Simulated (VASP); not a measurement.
# NiO (Pm-3m) in VASP: single point with LDA+U

Aim: the single point of NiO with LDA+U.

Everything below comes from runs of VASP 6.6.1. Logs are shortened: lines on timing, memory, paths and dates and some standing lists are left out, and cuts for length are marked.

### Step 1. The structure

The structure is cubic, space group Pm-3m (No. 221). The conventional cell has a = 2.505 Å, b = 2.505 Å, c = 2.505 Å, α = 90.00°, β = 90.00°, γ = 90.00°. Ni (site symmetry m-3m) has 8 O at 2.17 Å as nearest neighbours. O (site symmetry m-3m) has 8 Ni at 2.17 Å as nearest neighbours.

Measurements of this composition are mostly on another form, of space group No. 225.

### Step 2. Single point, LDA+U

Contents of INCAR:

```
SYSTEM = NiO
ALGO     = Normal         ! electronic algorithm
EDIFF    = 1E-7           ! SCF threshold, eV
ENCUT    = 520            ! plane-wave cutoff, eV
ISIF     = 2              ! what is computed and relaxed
ISMEAR   = -1             ! smearing method
LASPH    = .True.         ! aspherical terms in the spheres
LCHARG   = .False.        ! write CHGCAR
LDAU     = .True.         ! DFT+U
LDAUJ    = 0 0          
LDAUL    = 2 -1           ! shell
LDAUPRINT= 1            
LDAUTYPE = 2            
LDAUU    = 6 0            ! U, eV
LMAXMIX  = 4              ! l up to which the mixer works
LREAL    = .False.        ! projectors in reciprocal space
LWAVE    = .False.        ! write WAVECAR
NELM     = 150            ! most SCF steps
PREC     = Accurate       ! precision mode
SIGMA    = 0.05           ! smearing width, eV
```

Contents of KPOINTS:

```
k-points
0
Gamma
  7 7 7
  0 0 0
```

Contents of POSCAR:

```
NiO
1.0
    0.0000000000      2.5046153800      2.5046153800
    2.5046153800      0.0000000000      2.5046153800
    2.5046153800      2.5046153800      0.0000000000
Ni O
2 2
Direct
    0.0000000000      0.0000000000      0.0000000000
    0.5000000000      0.5000000000      0.5000000000
    0.2500000000      0.2500000000      0.2500000000
    0.7500000000      0.7500000000      0.7500000000
```

Potentials or basis: VASP PAW LDA potentials, release 64 (Ni, O).

On the command line:

```sh
$ cat potpaw_LDA.64/Ni/POTCAR potpaw_LDA.64/O/POTCAR > POTCAR
$ mpirun -np 1 vasp_std > vasp.out
```

OUTCAR:

```text
SYSTEM = NiO
   EDIFF = 1E-7
   ENCUT = 520
   ISIF = 2
   ISMEAR = -1
   LASPH = .True.
   LREAL = .False.
   NELM = 150
   PREC = Accurate

 ion  position               nearest neighbor table
   1  0.000  0.000  0.000-   4 2.17   4 2.17   4 2.17   3 2.17   3 2.17   3 2.17   4 2.17   3 2.17
                             2 2.50   2 2.50   2 2.50   2 2.50   2 2.50   2 2.50
   2  0.500  0.500  0.500-   3 2.17   3 2.17   3 2.17   4 2.17   4 2.17   4 2.17   4 2.17   3 2.17
                             1 2.50   1 2.50   1 2.50   1 2.50   1 2.50   1 2.50
   3  0.250  0.250  0.250-   1 2.17   1 2.17   1 2.17   2 2.17   2 2.17   2 2.17   2 2.17   1 2.17

   4  0.750  0.750  0.750-   2 2.17   2 2.17   2 2.17   1 2.17   1 2.17   1 2.17   2 2.17   1 2.17

  LATTYP: Found a face centered cubic cell.
 ALAT       =     5.0092307600

  Lattice vectors:

 A1 = (   0.0000000000,   2.5046153800,   2.5046153800)
 A2 = (   2.5046153800,   0.0000000000,   2.5046153800)
 A3 = (   2.5046153800,   2.5046153800,   0.0000000000)

Analysis of symmetry for initial positions (statically):
=====================================================================
 Subroutine PRICEL returns following result:

  LATTYP: Found a simple cubic cell.
 ALAT       =     2.5046153800

  Lattice vectors:

 A1 = (  -2.5046153800,   0.0000000000,   0.0000000000)
 A2 = (   0.0000000000,   0.0000000000,   2.5046153800)
 A3 = (   0.0000000000,   2.5046153800,   0.0000000000)

   2 primitive cells build up your supercell.

 Routine SETGRP: Setting up the symmetry group for a
 face centered cubic supercell.

 Subroutine GETGRP returns: Found 48 space group operations
 (whereof 48 operations were pure point group operations)
 out of a pool of 48 trial point group operations.

The static configuration has the point symmetry O_h .

Analysis of symmetry for dynamics (positions and initial velocities):
=====================================================================
 Subroutine PRICEL returns following result:

  LATTYP: Found a simple cubic cell.
 ALAT       =     2.5046153800

  Lattice vectors:

 A1 = (  -2.5046153800,   0.0000000000,   0.0000000000)
 A2 = (   0.0000000000,   0.0000000000,   2.5046153800)
 A3 = (   0.0000000000,   2.5046153800,   0.0000000000)

   2 primitive cells build up your supercell.

 Routine SETGRP: Setting up the symmetry group for a
 face centered cubic supercell.

 Subroutine GETGRP returns: Found 48 space group operations
 (whereof 48 operations were pure point group operations)
 out of a pool of 48 trial point group operations.

The dynamic configuration has the point symmetry O_h .

 Subroutine INISYM returns: Found 48 space group operations
 (whereof 48 operations are pure point group operations),
 and found     2 'primitive' translations

----------------------------------------------------------------------------------------

                                     Primitive cell

  volume of cell :      15.7117

  direct lattice vectors                    reciprocal lattice vectors
    -2.504615380  0.000000000  0.000000000    -0.399262900  0.000000000  0.000000000
     0.000000000  0.000000000  2.504615380     0.000000000  0.000000000  0.399262900
     0.000000000  2.504615380  0.000000000     0.000000000  0.399262900  0.000000000

  length of vectors
     2.504615380  2.504615380  2.504615380     0.399262900  0.399262900  0.399262900

  position of ions in fractional coordinates (direct lattice)
     0.000000000  0.000000000  0.000000000
     0.500000000  0.500000000  0.500000000

  ion indices of the primitive-cell ions
   primitive index   ion index
                 1           1
                 2           3

----------------------------------------------------------------------------------------

 KPOINTS: k-points

Automatic generation of k-mesh.
 Grid dimensions read from file:
 generate k-points for:    7    7    7

[... 65 lines left out ...]
   ISYM   =      2    0-nonsym 1-usesym 2-fastsym
   POTIM  = 0.5000    time-step for ionic-motion
   TEBEG  =    0.0;   TEEND  =   0.0 temperature during run
   PSTRESS=    0.0 pullay stress
   NELECT =      32.0000    total number of electrons
   NUPDOWN=      -1.0000    fix difference up-down
   EMIN   =  10.00;   EMAX   =-10.00  energy-range for DOS
   EFERMI =   0.00;   METHOD = LEGACY
   ISMEAR =    -1;   SIGMA  =   0.05  broadening in eV -4-tet -1-fermi 0-gaus
   EFERMI_NEDOS =   21; number of points for ismear=-14 and -15
   IALGO  =     38    algorithm
   IMIX   =      4    mixing-type and parameters
     AMIX     =   0.40;   BMIX     =  1.00
     AMIX_MAG =   1.60;   BMIX_MAG =  1.00
  volume/ion in A,a.u.               =       7.86        53.01
  Fermi-wavevector in a.u.,A,eV,Ry     =   1.647051  3.112476 36.909583  2.712778
  Thomas-Fermi vector in A             =   2.736576
   LORBIT       =      0    0 simple, 1 ext, 2 COOP (PROOUT), +10 PAW based schemes
 LDA+U is selected, type is set to LDAUTYPE =  2
   angular momentum for each species LDAUL =     2   -1
   U (eV)           for each species LDAUU =   6.0  0.0
   J (eV)           for each species LDAUJ =   0.0  0.0
   GGA     = CA    functional components
   LHFCALC =     F    Hartree Fock is set to
   AEXX    =    0.0000 exact exchange contribution
   IVDW    =     0    specifies the selected vdW correction
   LEPSILON=     F    determine dielectric tensor
   LRPA    =     F    only Hartree local field effects (RPA)
 non-spin polarized calculation
  energy-cutoff  :      520.00
  volume of cell :       31.42
 maximum number of plane-waves:       869
   NGX = 13   NGY = 13   NGZ = 13

atom =   1  type =  1  l = 2

 onsite density matrix

spin component  1

  0.8055 -0.0000  0.0000  0.0000 -0.0000
 -0.0000  0.8055 -0.0000 -0.0000 -0.0000
  0.0000 -0.0000  0.9677  0.0000 -0.0000
  0.0000 -0.0000  0.0000  0.8055  0.0000
 -0.0000 -0.0000 -0.0000  0.0000  0.9677

spin component  2

  0.8055 -0.0000  0.0000  0.0000 -0.0000
 -0.0000  0.8055 -0.0000 -0.0000 -0.0000
  0.0000 -0.0000  0.9677  0.0000 -0.0000
  0.0000 -0.0000  0.0000  0.8055  0.0000
 -0.0000 -0.0000 -0.0000  0.0000  0.9677

 occupancies and eigenvectors

  o =  0.8055  v =  0.0000 -0.1896  0.0000 -0.9819 -0.0000  0.0000  0.0000  0.0000  0.0000  0.0000      0.0000  0.0000  0.0000  0.0000  0.0000  0.0000  0.0000  0.0000  0.0000  0.0000
  o =  0.8055  v =  0.0000  0.0000  0.0000  0.0000  0.0000  0.0000 -0.1896  0.0000 -0.9819 -0.0000      0.0000  0.0000  0.0000  0.0000  0.0000  0.0000  0.0000  0.0000  0.0000  0.0000
  o =  0.8055  v =  1.0000  0.0000  0.0000  0.0000  0.0000  0.0000  0.0000  0.0000  0.0000  0.0000      0.0000  0.0000  0.0000  0.0000  0.0000  0.0000  0.0000  0.0000  0.0000  0.0000
  o =  0.8055  v =  0.0000  0.0000  0.0000  0.0000  0.0000  1.0000  0.0000  0.0000  0.0000  0.0000      0.0000  0.0000  0.0000  0.0000  0.0000  0.0000  0.0000  0.0000  0.0000  0.0000
  o =  0.8055  v =  0.0000 -0.9819 -0.0000  0.1896 -0.0000  0.0000  0.0000  0.0000  0.0000  0.0000      0.0000  0.0000  0.0000  0.0000  0.0000  0.0000  0.0000  0.0000  0.0000  0.0000
  o =  0.8055  v =  0.0000  0.0000  0.0000  0.0000  0.0000  0.0000 -0.9819 -0.0000  0.1896 -0.0000      0.0000  0.0000  0.0000  0.0000  0.0000  0.0000  0.0000  0.0000  0.0000  0.0000
  o =  0.9677  v =  0.0000  0.0000  0.0000  0.0000  0.0000  0.0000  0.0000 -1.0000 -0.0000 -0.0089      0.0000  0.0000  0.0000  0.0000  0.0000  0.0000  0.0000  0.0000  0.0000  0.0000
  o =  0.9677  v =  0.0000  0.0000 -1.0000 -0.0000 -0.0089  0.0000  0.0000  0.0000  0.0000  0.0000      0.0000  0.0000  0.0000  0.0000  0.0000  0.0000  0.0000  0.0000  0.0000  0.0000
  o =  0.9677  v =  0.0000 -0.0000 -0.0089 -0.0000  1.0000  0.0000  0.0000  0.0000  0.0000  0.0000      0.0000  0.0000  0.0000  0.0000  0.0000  0.0000  0.0000  0.0000  0.0000  0.0000
  o =  0.9677  v =  0.0000  0.0000  0.0000  0.0000  0.0000  0.0000 -0.0000 -0.0089 -0.0000  1.0000      0.0000  0.0000  0.0000  0.0000  0.0000  0.0000  0.0000  0.0000  0.0000  0.0000

atom =   2  type =  1  l = 2

 onsite density matrix

spin component  1

  0.8055 -0.0000  0.0000  0.0000  0.0000
 -0.0000  0.8055 -0.0000 -0.0000 -0.0000
  0.0000 -0.0000  0.9677  0.0000 -0.0000
  0.0000 -0.0000  0.0000  0.8055  0.0000
  0.0000 -0.0000 -0.0000  0.0000  0.9677

spin component  2

  0.8055 -0.0000  0.0000  0.0000  0.0000
 -0.0000  0.8055 -0.0000 -0.0000 -0.0000
  0.0000 -0.0000  0.9677  0.0000 -0.0000
  0.0000 -0.0000  0.0000  0.8055  0.0000
  0.0000 -0.0000 -0.0000  0.0000  0.9677

 occupancies and eigenvectors

  o =  0.8055  v =  1.0000  0.0000  0.0000  0.0000  0.0000  0.0000  0.0000  0.0000  0.0000  0.0000      0.0000  0.0000  0.0000  0.0000  0.0000  0.0000  0.0000  0.0000  0.0000  0.0000
  o =  0.8055  v =  0.0000  0.8865 -0.0000  0.4628  0.0000  0.0000  0.0000  0.0000  0.0000  0.0000      0.0000  0.0000  0.0000  0.0000  0.0000  0.0000  0.0000  0.0000  0.0000  0.0000
  o =  0.8055  v =  0.0000  0.0000  0.0000  0.0000  0.0000  1.0000  0.0000  0.0000  0.0000  0.0000      0.0000  0.0000  0.0000  0.0000  0.0000  0.0000  0.0000  0.0000  0.0000  0.0000
  o =  0.8055  v =  0.0000  0.0000  0.0000  0.0000  0.0000  0.0000  0.8865 -0.0000  0.4628  0.0000      0.0000  0.0000  0.0000  0.0000  0.0000  0.0000  0.0000  0.0000  0.0000  0.0000
  o =  0.8055  v =  0.0000 -0.4628  0.0000  0.8865 -0.0000  0.0000  0.0000  0.0000  0.0000  0.0000      0.0000  0.0000  0.0000  0.0000  0.0000  0.0000  0.0000  0.0000  0.0000  0.0000
  o =  0.8055  v =  0.0000  0.0000  0.0000  0.0000  0.0000  0.0000 -0.4628  0.0000  0.8865 -0.0000      0.0000  0.0000  0.0000  0.0000  0.0000  0.0000  0.0000  0.0000  0.0000  0.0000
  o =  0.9677  v =  0.0000  0.0000  0.0000  0.0000  0.0000  0.0000  0.0000  0.9998 -0.0000  0.0222      0.0000  0.0000  0.0000  0.0000  0.0000  0.0000  0.0000  0.0000  0.0000  0.0000
  o =  0.9677  v =  0.0000  0.0000  0.9998 -0.0000  0.0222  0.0000  0.0000  0.0000  0.0000  0.0000      0.0000  0.0000  0.0000  0.0000  0.0000  0.0000  0.0000  0.0000  0.0000  0.0000
  o =  0.9677  v =  0.0000  0.0000  0.0000  0.0000  0.0000  0.0000 -0.0000 -0.0222  0.0000  0.9998      0.0000  0.0000  0.0000  0.0000  0.0000  0.0000  0.0000  0.0000  0.0000  0.0000
  o =  0.9677  v =  0.0000 -0.0000 -0.0222  0.0000  0.9998  0.0000  0.0000  0.0000  0.0000  0.0000      0.0000  0.0000  0.0000  0.0000  0.0000  0.0000  0.0000  0.0000  0.0000  0.0000

 number of electron      31.9999991 magnetization

 Free energy of the ion-electron system (eV)
  ---------------------------------------------------
  ext. energy  EPLUGINS =         0.00000000
  ---------------------------------------------------
  free energy    TOTEN  =       -17.92451735 eV

  energy without entropy =      -17.89459680  energy(sigma->0) =      -17.90955708

 E-fermi :   8.4957     XC(G=0): -14.1545

 val. band max:        8.4869571500   @ k =  -0.2857   0.4286   0.1429
 cond. band min:       8.5230212766   @ k =  -0.1429   0.1429   0.0000
 fundamental gap:      0.0360641265
 Fermi energy:         8.4957221271

 k-point     1 :       0.0000    0.0000    0.0000
  band No.  band energies     occupation
      1     -12.0021      2.00000
      2      -8.3357      2.00000
      3       1.0595      2.00000
      4       1.0595      2.00000
      5       1.0595      2.00000
      6       4.0015      2.00000
[... 449 lines left out ...]
     19      16.6749      0.00000
     20      17.4077      0.00000

------------------------ aborting loop because EDIFF is reached ----------------------------------------

  FORCE on cell =-STRESS in cart. coord.  units (eV):
  Direction    XX          YY          ZZ          XY          YZ          ZX
  --------------------------------------------------------------------------------------
  -------------------------------------------------------------------------------------
  Total       -3.0595348     -3.0595348     -3.0595348     -0.0000000      0.0000000      0.0000000
  in kB     -155.9957842   -155.9957842   -155.9957842     -0.0000000      0.0000000      0.0000000
  external PRESSURE =    -155.9957842 kB  Pullay stress =       0.0000000 kB

 VOLUME and BASIS-vectors are now :
 -----------------------------------------------------------------------------
  energy-cutoff  :      520.00
  volume of cell :       31.42
      direct lattice vectors                 reciprocal lattice vectors
     0.000000000  2.504615380  2.504615380    -0.199631450  0.199631450  0.199631450
     2.504615380  0.000000000  2.504615380     0.199631450 -0.199631450  0.199631450
     2.504615380  2.504615380  0.000000000     0.199631450  0.199631450 -0.199631450

 POSITION                                       TOTAL-FORCE (eV/Angst)
 -----------------------------------------------------------------------------------
      0.00000      0.00000      0.00000        -0.000000     -0.000000     -0.000000
      2.50462      2.50462      2.50462         0.000000      0.000000      0.000000
      1.25231      1.25231      1.25231        -0.000000     -0.000000     -0.000000
      3.75692      3.75692      3.75692        -0.000000     -0.000000     -0.000000
 -----------------------------------------------------------------------------------
    total drift:                                0.000000      0.000000      0.000000

  FREE ENERGIE OF THE ION-ELECTRON SYSTEM (eV)
  ---------------------------------------------------
  free  energy   TOTEN  =       -17.9245173534 eV

  energy  without entropy=      -17.8945968033  energy(sigma->0) =      -17.90955708
```

Wall time 13 s (1 thread of Intel Xeon Platinum 8375C at 2.90GHz (Ice Lake), shared host); peak memory 0.14 GiB.

Results:

* Free energy: -17.9245 eV
* Pressure: -15.6 GPa
* Band gap on the k mesh: none (metal or under the smearing width)

Levels at points of the mesh, in eV from the Fermi level:
```csv
k point,band 13,band 14,band 15,band 16,band 17,band 18,band 19,band 20
"(0.00, 0.00, 0.00)",-1.01,-1.01,-1.01,1.07,1.07,1.07,2.84,8.34
```

Eigenvalues of the final occupation matrices:
```csv
site,spin,trace,eigenvalues
site 1 d,1,4.35,0.81 0.81 0.81 0.97 0.97
site 1 d,2,4.35,0.81 0.81 0.81 0.97 0.97
site 2 d,1,4.35,0.81 0.81 0.81 0.97 0.97
site 2 d,2,4.35,0.81 0.81 0.81 0.97 0.97
```

Caveat: the run has no spin polarisation, though such a crystal can be magnetic; U without spin polarisation on a metal has little footing.
